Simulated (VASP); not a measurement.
# TaN (P6_3/mmc) in VASP: settings compared

One crystal, TaN, is run at these levels: PBEsol0, PBE; tasks: band structure, elastic constants.

All numbers are computed with VASP 6.6.1; they aren't measurements. Logs are shortened: lines on timing, memory, paths and dates and some standing lists are left out, and cuts for length are marked.

### Step 1. The crystal as given

Symmetry: P6_3/mmc, No. 194, hexagonal system. The conventional cell has a = 2.922 Å, b = 2.922 Å, c = 5.917 Å, α = 90.00°, β = 90.00°, γ = 120.00°. Ta (site symmetry -3m) has 6 N at 2.24 Å as nearest neighbours. N (site symmetry -6m2) has 6 Ta at 2.24 Å as nearest neighbours.

The cell comes from a database or a generator and needn't be the stable form of this composition.

### Step 2. Band structure, PBEsol0

File POSCAR:

```
TaN
1.0
    2.9217699809      0.0000000000      0.0000000000
   -1.4608849905      2.5303270275      0.0000000000
    0.0000000000      0.0000000000      5.9165150000
Ta N
2 2
Direct
    0.0000000000      0.0000000000      0.5000000000
    0.0000000000      0.0000000000      0.0000000000
    0.3333333333      0.6666666667      0.2500000000
    0.6666666667      0.3333333333      0.7500000000
```

File INCAR.step1:

```
PREC = Accurate
ENCUT = 520
EDIFF = 1E-5
ISMEAR = -1
SIGMA = 0.05
LREAL = False
LASPH = True
NELM = 100
ALGO = Normal
ISIF = 2
LWAVE = True
LCHARG = False
LMAXMIX = 4
GGA = PE
```

File INCAR.step2:

```
PREC = Accurate
ENCUT = 520
EDIFF = 1E-6
ISMEAR = -1
SIGMA = 0.05
LREAL = False
LASPH = True
NELM = 100
ALGO = Normal
ISIF = 2
LWAVE = False
LCHARG = False
LMAXMIX = 4
GGA = PS
LHFCALC = True
AEXX = 0.25
PRECFOCK = Fast
HFRCUT = -1
ISTART = 1
```

File KPOINTS:

```
regular mesh
0
Gamma
  5 5 3
```

File KPOINTS_OPT:

```
path GMKGALHA,LM,KH
8
line-mode
reciprocal
 0.0000000000  0.0000000000  0.0000000000  G
 0.5000000000  0.0000000000  0.0000000000  M

 0.5000000000  0.0000000000  0.0000000000  M
 0.3333333333  0.3333333333  0.0000000000  K

 0.3333333333  0.3333333333  0.0000000000  K
 0.0000000000  0.0000000000  0.0000000000  G

 0.0000000000  0.0000000000  0.0000000000  G
 0.0000000000  0.0000000000  0.5000000000  A

 0.0000000000  0.0000000000  0.5000000000  A
 0.5000000000  0.0000000000  0.5000000000  L

 0.5000000000  0.0000000000  0.5000000000  L
 0.3333333333  0.3333333333  0.5000000000  H

 0.3333333333  0.3333333333  0.5000000000  H
 0.0000000000  0.0000000000  0.5000000000  A

 0.5000000000  0.0000000000  0.5000000000  L
 0.5000000000  0.0000000000  0.0000000000  M

 0.3333333333  0.3333333333  0.0000000000  K
 0.3333333333  0.3333333333  0.5000000000  H
```

Potentials or basis: VASP PAW PBE potentials, release 64 (Ta_pv, N).

Launch:

```bash
cat potpaw_PBE.64/Ta_pv/POTCAR potpaw_PBE.64/N/POTCAR > POTCAR
cp INCAR.step1 INCAR
mpirun -np 1 vasp_std > vasp.out
cp INCAR.step2 INCAR
mpirun -np 1 vasp_std > vasp.out
```

OUTCAR:

```text
PREC = Accurate
   ENCUT = 520
   EDIFF = 1E-6
   ISMEAR = -1
   LREAL = False
   LASPH = True
   NELM = 100
   ISIF = 2
   GGA = PS
   LHFCALC = True
   AEXX = 0.25
   PRECFOCK = Fast
   ISTART = 1

 ion  position               nearest neighbor table
   1  0.000  0.000  0.500-   3 2.24   4 2.24   4 2.24   3 2.24   4 2.24   3 2.24   2 2.96   2 2.96

   2  0.000  0.000  0.000-   3 2.24   4 2.24   4 2.24   3 2.24   4 2.24   3 2.24   1 2.96   1 2.96

   3  0.333  0.667  0.250-   1 2.24   2 2.24   1 2.24   2 2.24   1 2.24   2 2.24
   4  0.667  0.333  0.750-   1 2.24   2 2.24   1 2.24   2 2.24   1 2.24   2 2.24

  LATTYP: Found a hexagonal cell.
 ALAT       =     2.9217699809
 C/A-ratio  =     2.0249763119

  Lattice vectors:

 A1 = (   2.9217699809,   0.0000000000,   0.0000000000)
 A2 = (  -1.4608849905,   2.5303270275,   0.0000000000)
 A3 = (   0.0000000000,   0.0000000000,   5.9165150000)

Analysis of symmetry for initial positions (statically):
=====================================================================
 Subroutine PRICEL returns:
 Original cell was already a primitive cell.

 Routine SETGRP: Setting up the symmetry group for a
 hexagonal supercell.

 Subroutine GETGRP returns: Found 24 space group operations
 (whereof 12 operations were pure point group operations)
 out of a pool of 24 trial point group operations.

The static configuration has the point symmetry D_3d.
 The point group associated with its full space group is D_6h.

Analysis of symmetry for dynamics (positions and initial velocities):
=====================================================================
 Subroutine PRICEL returns:
 Original cell was already a primitive cell.

 Routine SETGRP: Setting up the symmetry group for a
 hexagonal supercell.

 Subroutine GETGRP returns: Found 24 space group operations
 (whereof 12 operations were pure point group operations)
 out of a pool of 24 trial point group operations.

The dynamic configuration has the point symmetry D_3d.
 The point group associated with its full space group is D_6h.

 Subroutine INISYM returns: Found 24 space group operations
 (whereof 12 operations are pure point group operations),
 and found     1 'primitive' translations

----------------------------------------------------------------------------------------

                                     Primitive cell

  volume of cell :      43.7410

  direct lattice vectors                    reciprocal lattice vectors
     2.921769981  0.000000000  0.000000000     0.342258291  0.197602916  0.000000000
    -1.460884991  2.530327027  0.000000000     0.000000000  0.395205833  0.000000000
     0.000000000  0.000000000  5.916515000     0.000000000  0.000000000  0.169018417

  length of vectors
     2.921769981  2.921769981  5.916515000     0.395205833  0.395205833  0.169018417

  position of ions in fractional coordinates (direct lattice)
     0.000000000  0.000000000  0.500000000
     0.000000000  0.000000000  0.000000000
     0.333333333  0.666666667  0.250000000
     0.666666667  0.333333333  0.750000000

  ion indices of the primitive-cell ions
   primitive index   ion index
                 1           1
                 2           2
                 3           3
                 4           4

----------------------------------------------------------------------------------------

 KPOINTS: regular mesh

Automatic generation of k-mesh.
 Grid dimensions read from file:
 generate k-points for:    5    5    3

 Generating k-lattice:

  Cartesian coordinates                     Fractional coordinates (reciprocal lattice)
     0.068451658  0.039520583  0.000000000     0.200000000  0.000000000  0.000000000
     0.000000000  0.079041167  0.000000000     0.000000000  0.200000000  0.000000000
     0.000000000  0.000000000  0.056339472     0.000000000  0.000000000  0.333333333

  Length of vectors
     0.079041167  0.079041167  0.056339472

  Shift w.r.t. Gamma in fractional coordinates (k-lattice)
     0.000000000  0.000000000  0.000000000

 Subroutine IBZKPT returns following result:
 ===========================================

 Found     10 irreducible k-points:

 Following reciprocal coordinates:
            Coordinates               Weight
  0.000000  0.000000  0.000000      1.000000
  0.200000  0.000000  0.000000      6.000000
  0.400000  0.000000  0.000000      6.000000
  0.200000  0.200000  0.000000      6.000000
  0.400000  0.200000  0.000000      6.000000
  0.000000  0.000000  0.333333      2.000000
  0.200000  0.000000  0.333333     12.000000
  0.400000  0.000000  0.333333     12.000000
  0.200000  0.200000  0.333333     12.000000
  0.400000  0.200000  0.333333     12.000000
   k-points           NKPTS =     10   k-points in BZ     NKDIM =     75   number of bands    NBANDS=     20
   number of dos      NEDOS =    301   number of ions     NIONS =      4
   total plane-waves  NPLWV =  27648
   dimension x,y,z NGX =    24 NGY =   24 NGZ =   48
   dimension x,y,z NGXF=    48 NGYF=   48 NGZF=   96
   ions per type =               2   2
   NGX,Y,Z   is equivalent  to a cutoff of  13.66, 13.66, 13.49 a.u.
   NGXF,Y,Z  is equivalent  to a cutoff of  27.31, 27.31, 26.97 a.u.
 SYSTEM =  unknown system
   PREC   = accura    normal or accurate (medium, high low for compatibility)
   ISTART =      1    job   : 0-new  1-cont  2-samecut
   ICHARG =      0    charge: 1-file 2-atom 10-const
   ISPIN  =      1    spin polarized calculation?
   LNONCOLLINEAR =      F non collinear calculations
   LSORBIT =      F    spin-orbit coupling
   LASPH  =      T    aspherical Exc in radial PAW
   ENCUT  =  520.0 eV  38.22 Ry    6.18 a.u.   5.43  5.43 11.00*2*pi/ulx,y,z
   NELM   =    100;   NELMIN=  2; NELMDL=  0     # of ELM steps
   EDIFF  = 0.1E-05   stopping-criterion for ELM
   LREAL  =      F    real-space projection
   EDIFFG = 0.1E-04   stopping-criterion for IOM
   NSW    =      0    number of steps for IOM
   IBRION =     -1    ionic relax: 0-MD 1-quasi-New 2-CG
   NFREE  =      0    steps in history (QN), initial steepest desc. (CG)
   ISIF   =      2    stress and relaxation
   ISYM   =      3    0-nonsym 1-usesym 2-fastsym
   POTIM  = 0.5000    time-step for ionic-motion
   TEBEG  =    0.0;   TEEND  =   0.0 temperature during run
   PSTRESS=    0.0 pullay stress
   NELECT =      32.0000    total number of electrons
   NUPDOWN=      -1.0000    fix difference up-down
   EMIN   =  10.00;   EMAX   =-10.00  energy-range for DOS
   EFERMI =   0.00;   METHOD = LEGACY
   ISMEAR =    -1;   SIGMA  =   0.05  broadening in eV -4-tet -1-fermi 0-gaus
   EFERMI_NEDOS =   21; number of points for ismear=-14 and -15
   IALGO  =     38    algorithm
   IMIX   =      1    mixing-type and parameters
     AMIX     =   0.40;   BMIX     =  1.00
     AMIX_MAG =   1.60;   BMIX_MAG =  1.00
  volume/ion in A,a.u.               =      10.94        73.79
  Fermi-wavevector in a.u.,A,eV,Ry     =   1.475124  2.787581 29.606163  2.175992
  Thomas-Fermi vector in A             =   2.589812
   LORBIT       =      0    0 simple, 1 ext, 2 COOP (PROOUT), +10 PAW based schemes
   GGA     = PS    functional components
   LHFCALC =     T    Hartree Fock is set to
   PRECFOCK=fast      Normal, Fast or Accurate (Low or Medium for compatibility)
   ENCUT4O =  -1.0   cutoff for four orbital integrals eV
   NKREDX  =     1    reduce k-point grid by
   NKREDY  =     1    reduce k-point grid by
   NKREDZ  =     1    reduce k-point grid by
   AEXX    =    0.2500 exact exchange contribution
   HFSCREEN=    0.0000 screening length (either q_TF or 0.3 A-1)
   HFSCREENC=   0.0000 screening length for correlation (either q_TF or 0.3 A-1)
   ENCUTFOCK=  -1.0 apply spherical cutoff to Coloumb kernel
   IVDW    =     0    specifies the selected vdW correction
   LEPSILON=     F    determine dielectric tensor
   LRPA    =     F    only Hartree local field effects (RPA)
 non-spin polarized calculation
  energy-cutoff  :      520.00
  volume of cell :       43.74
 maximum number of plane-waves:      1223
 NGX is ok and might be reduce to    24
  NGX = 14; NGY = 14; NGZ = 28

 number of electron      32.0000005 magnetization

 Free energy of the ion-electron system (eV)
  ---------------------------------------------------
  ext. energy  EPLUGINS =         0.00000000
  ---------------------------------------------------
  free energy    TOTEN  =       -56.87621776 eV

  energy without entropy =      -56.86710531  energy(sigma->0) =      -56.87166154

 E-fermi :   7.4541     XC(G=0): -10.5277

 val. band max:        7.3993926915   @ k =   0.2000   0.2000   0.3333
 cond. band min:       7.7763750820   @ k =   0.2000   0.0000   0.0000
 fundamental gap:      0.3769823906
 Fermi energy:         7.4541229697

 k-point     1 :       0.0000    0.0000    0.0000
  band No.  band energies     occupation
      1     -30.7372      2.00000
      2     -29.8899      2.00000
      3     -29.6343      2.00000
      4     -29.6343      2.00000
      5     -29.5639      2.00000
      6     -29.5639      2.00000
[... 12 lines left out ...]
     19       9.1587      0.00000
     20      11.2110      0.00000

 k-point     2 :       0.2000    0.0000    0.0000
  band No.  band energies     occupation
      1     -30.6374      2.00000
      2     -30.0855      2.00000
      3     -29.9793      2.00000
      4     -29.8295      2.00000
      5     -29.7334      2.00000
      6     -29.6527      2.00000
[... 12 lines left out ...]
     19      10.8201      0.00000
     20      11.6182      0.00000

 k-point     3 :       0.4000    0.0000    0.0000
  band No.  band energies     occupation
      1     -30.7481      2.00000
      2     -30.6001      2.00000
      3     -30.4606      2.00000
      4     -29.8815      2.00000
      5     -29.7908      2.00000
      6     -29.7212      2.00000
[... 12 lines left out ...]
     19      13.2011      0.00000
     20      13.2330      0.00000

 k-point     4 :       0.2000    0.2000    0.0000
  band No.  band energies     occupation
      1     -30.5206      2.00000
      2     -30.4941      2.00000
      3     -30.3843      2.00000
      4     -29.9804      2.00000
      5     -29.8830      2.00000
      6     -29.7430      2.00000
[... 12 lines left out ...]
     19      12.4173      0.00000
     20      13.3011      0.00000

 k-point     5 :       0.4000    0.2000    0.0000
  band No.  band energies     occupation
      1     -30.7045      2.00000
      2     -30.5674      2.00000
      3     -30.4065      2.00000
      4     -30.1948      2.00000
      5     -30.0781      2.00000
      6     -29.6901      2.00000
[... 12 lines left out ...]
     19      12.0400      0.00000
     20      14.1811      0.00000

 k-point     6 :       0.0000    0.0000    0.3333
  band No.  band energies     occupation
      1     -30.5398      2.00000
      2     -30.1159      2.00000
      3     -29.6166      2.00000
      4     -29.6166      2.00000
      5     -29.5816      2.00000
      6     -29.5816      2.00000
[... 12 lines left out ...]
     19       9.4606      0.00000
     20       9.4606      0.00000

 k-point     7 :       0.2000    0.0000    0.3333
  band No.  band energies     occupation
      1     -30.4465      2.00000
      2     -30.0783      2.00000
      3     -30.0222      2.00000
      4     -30.0029      2.00000
      5     -29.7138      2.00000
      6     -29.6737      2.00000
[... 12 lines left out ...]
     19      10.0263      0.00000
     20      10.5135      0.00000

 k-point     8 :       0.4000    0.0000    0.3333
  band No.  band energies     occupation
      1     -30.7125      2.00000
      2     -30.6357      2.00000
      3     -30.2825      2.00000
      4     -29.9161      2.00000
      5     -29.8597      2.00000
      6     -29.8128      2.00000
[... 12 lines left out ...]
     19      12.3984      0.00000
     20      13.0808      0.00000

 k-point     9 :       0.2000    0.2000    0.3333
  band No.  band energies     occupation
      1     -30.4911      2.00000
      2     -30.4246      2.00000
      3     -30.3084      2.00000
      4     -29.9561      2.00000
      5     -29.9419      2.00000
      6     -29.9070      2.00000
[... 12 lines left out ...]
     19      12.9013      0.00000
     20      13.3868      0.00000

 k-point    10 :       0.4000    0.2000    0.3333
  band No.  band energies     occupation
      1     -30.6740      2.00000
      2     -30.6005      2.00000
      3     -30.2339      2.00000
      4     -30.1653      2.00000
      5     -30.1053      2.00000
      6     -29.8781      2.00000
[... 12 lines left out ...]
     19      12.6322      0.00000
     20      13.1549      0.00000

------------------------ aborting loop because EDIFF is reached ----------------------------------------

  FORCE on cell =-STRESS in cart. coord.  units (eV):
  Direction    XX          YY          ZZ          XY          YZ          ZX
  --------------------------------------------------------------------------------------
  -------------------------------------------------------------------------------------
  Total       -3.9487413     -3.9487413     -5.8487903      0.0000000     -0.0000000      0.0000000
  in kB     -144.6374020   -144.6374020   -214.2337959      0.0000000     -0.0000000      0.0000000
  external PRESSURE =    -167.8362000 kB  Pullay stress =       0.0000000 kB

 VOLUME and BASIS-vectors are now :
 -----------------------------------------------------------------------------
  energy-cutoff  :      520.00
  volume of cell :       43.74
      direct lattice vectors                 reciprocal lattice vectors
     2.921769981  0.000000000  0.000000000     0.342258291  0.197602916  0.000000000
    -1.460884991  2.530327027  0.000000000     0.000000000  0.395205833  0.000000000
     0.000000000  0.000000000  5.916515000     0.000000000  0.000000000  0.169018417

 POSITION                                       TOTAL-FORCE (eV/Angst)
 -----------------------------------------------------------------------------------
      0.00000      0.00000      2.95826        -0.000000      0.000000      0.000000
      0.00000      0.00000      0.00000        -0.000000      0.000000      0.000000
     -0.00000      1.68688      1.47913        -0.000000      0.000000     -0.000000
      1.46088      0.84344      4.43739         0.000000     -0.000000      0.000000
 -----------------------------------------------------------------------------------
    total drift:                                0.000000      0.000000     -0.000000

  FREE ENERGIE OF THE ION-ELECTRON SYSTEM (eV)
  ---------------------------------------------------
  free  energy   TOTEN  =       -56.8762177606 eV

  energy  without entropy=      -56.8671053104  energy(sigma->0) =      -56.87166154
```

It took 55 min on 1 thread of Intel Xeon 6975P-C (Granite Rapids), shared host; peak memory 0.19 GiB.

What came out:

| Quantity | Value |
| --- | --- |
| Free energy | -56.8762 eV |
| Pressure | -16.8 GPa |
| Band gap along the path | none (metal or under the smearing width) |

Levels at the corners of the path, in eV from the Fermi level:
```tsv
point	band 13	band 14	band 15	band 16	band 17	band 18	band 19	band 20
Γ	-4.10	-2.39	-2.39	0.81	0.81	1.70	1.70	3.76
M	-4.92	-4.23	-3.40	-2.52	4.23	5.53	6.34	6.92
M	-4.92	-4.23	-3.40	-2.52	4.23	5.53	6.34	6.86
K	-6.82	-4.63	0.67	0.67	1.72	1.72	3.00	6.35
K	-6.82	-4.63	0.67	0.67	1.72	1.72	3.00	6.35
Γ	-4.10	-2.39	-2.39	0.81	0.81	1.70	1.70	3.76
Γ	-4.10	-2.39	-2.39	0.81	0.81	1.70	1.70	3.76
A	-4.49	-4.49	-0.22	-0.22	2.13	2.13	2.13	2.13
A	-4.49	-4.49	-0.22	-0.22	2.13	2.13	2.13	2.13
L	-5.08	-5.08	-2.57	-2.57	5.25	5.25	6.28	6.33
L	-5.08	-5.08	-2.57	-2.57	5.25	5.25	6.28	6.34
H	-6.64	-6.64	-0.33	-0.33	3.86	3.87	4.35	4.46
H	-6.64	-6.64	-0.33	-0.33	3.86	3.86	4.35	4.35
A	-4.49	-4.49	-0.22	-0.22	2.13	2.13	2.13	2.13
L	-5.08	-5.08	-2.57	-2.57	5.25	5.25	6.28	6.30
M	-4.92	-4.23	-3.40	-2.52	4.23	5.53	6.36	6.90
K	-6.82	-4.63	0.67	0.67	1.72	1.72	3.00	6.35
H	-6.64	-6.64	-0.33	-0.33	3.86	3.86	4.35	4.38
```

Caveat: the k mesh is coarse (spacing up to 0.50 Å⁻¹), so the values aren't converged, least of all with exact exchange; so large a pressure means that the cell lies far from this level's equilibrium, or that cutoff or potentials fall short; the potentials were made for another functional, which shifts forces and pressure; spin-orbit coupling is left out, which moves the levels of the heavy elements.

(Part 1 of 2 ends here.)
